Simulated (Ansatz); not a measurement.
# InN: response to strain

The reference is InN in the wurtzite structure (space group P6_3mc, No. 186; a = 3.537 Å, c = 5.714 Å).

Strains are applied to the cell and any free atomic positions relax.

The values are results of PBEsol (Ansatz, a first-principles code; PAW; 420 eV plane waves; no SOC), earlier PAW set, not measurements.

Notes on the quantities. pressure: mean of the normal stresses, compression positive.

| isotropic strain (%) | pressure (GPa) |
|---|---|
| -5.62 | 35.0 |
| -4.52 | 25.9 |
| -2.54 | 12.5 |
| -1.99 | 9.4 |
| -1.1 | ? |
| 0 | 0.0 |

Problem. Fit P = P₀ − Bδ + Cδ² with δ = (1 + ε)³ − 1 to the rows shown and predict the withheld row.

Solution. Least squares on the printed values gives P₀ = 0.0 GPa, B = 123 GPa (at held cell shape), C = 602 GPa (largest residual 0.2 GPa); this predicts 4.7 GPa, and the run gives 4.9 GPa, 0.2 higher.

A case with no gap was solved on a k-mesh chosen for an insulator, which is coarse for it. Whether these cells are dynamically stable was not tested. The final runs are not spin-polarised.
